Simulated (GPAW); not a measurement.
Crystal: TiO2.

```
CELL_PARAMETERS angstrom
4.59984 0.00000 0.00000
0.00000 4.59984 0.00000
0.00000 0.00000 2.95921
ATOMIC_POSITIONS crystal
Ti 0.00000 0.00000 0.50000
Ti 0.50000 0.50000 0.00000
O 0.30432 0.30432 0.50000
O 0.19568 0.80432 0.00000
O 0.80432 0.19568 0.00000
O 0.69568 0.69568 0.50000
```

The cell is a database's computed one.

Base run:

```yaml
Program: GPAW 26.7.0
Functional: PBE
Potentials_or_basis: GPAW PAW data sets (gpaw-data 1.2.1)
Cutoff: 800 eV
Basis: pw
k_mesh: 4 × 4 × 7
Occupations: fermi-dirac, width 0.05 eV
Spin: no spin polarisation
Hubbard_terms: Ti d U = 4 eV
```

Its results: band gap on the k mesh 2.52 eV, indirect (least direct gap 2.53 eV); pressure 9.8 GPa; largest force 0.087 eV/Å.

Task: The run is repeated on the same cell with these changes: hubbard terms from Ti d U = 4 eV to none. What comes out?

Result: Band gap on the k mesh 1.87 eV, direct; pressure 5.3 GPa; largest force 0.028 eV/Å.

The U term pushes filled and empty states of the shell apart.
